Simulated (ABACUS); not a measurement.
# Al in ABACUS: convergence with radial spacing of the orbitals

Input of the first run (radial spacing of the orbitals 0.08 bohr); the others differ in this setting and in those tied to it:

The input INPUT:

```
INPUT_PARAMETERS
suffix              Al
calculation         scf
basis_type          lcao
pseudo_dir          ./
orbital_dir         ./
symmetry            1
dft_functional      pbe
ecutwfc             100
pseudo_rcut         7
nspin               1
nbands              6
ks_solver           genelpa
smearing_method     fd
smearing_sigma      0.00734986
scf_thr             1e-07
scf_nmax            100
mixing_type         broyden
mixing_beta         0.7
cal_force           1
cal_stress          1
out_mul             1
lcao_dr             0.08
```

Contents of STRU:

```
ATOMIC_SPECIES
Al 26.9815 Al.upf

NUMERICAL_ORBITAL
Al_confined-atom_8au_2s2p1d.orb

LATTICE_CONSTANT
1.8897261246

LATTICE_VECTORS
-1.5955610000 1.6192490000 1.5380060000
1.6207750000 -1.6860580000 1.6300280000
1.5262510000 1.6167480000 -1.6048150000

ATOMIC_POSITIONS
Direct

Al
0.0
1
-0.0057240000 -0.0189510000 -0.0050440000 1 1 1
```

KPT

```
K_POINTS
0
Gamma
9 9 9 0 0 0
```

Potentials or basis: PseudoDojo NC SR 0.4.1 PBE standard, DZP LCAO (the cutoffs set its grid).

Launch:

```console
$ OMP_NUM_THREADS=1 mpirun -np 4 abacus > log
```

The cell isn't the ideal one: cell strained at random.

This isn't the form of Al at room conditions, which is fcc.

Hardware: 4 MPI ranks on Intel(R) Xeon(R) 6975P-C (Granite Rapids) (shared host).

| radial spacing of the orbitals | energy less the tightest run, at zero smearing (meV/atom) | SCF cycles | CPU time (s) |
| --- | --- | --- | --- |
| 0.08 bohr | 0.00 | 7 | 11 |
| 0.04 bohr | 0.00 | 7 | 12 |
| 0.02 bohr | 0.00 | 7 | 12 |
| 0.01 bohr | 0.00 | 7 | 12 |
| 0.005 bohr | 0.00 | 7 | 12 |

Against the tightest run, the energy stays within 1 meV/atom from 0.08 bohr on. The tightest run that finished is the yardstick and may itself not be fully converged.

Caveat, for the tightest run too: the atomic orbitals were generated for these runs and aren't a published set.
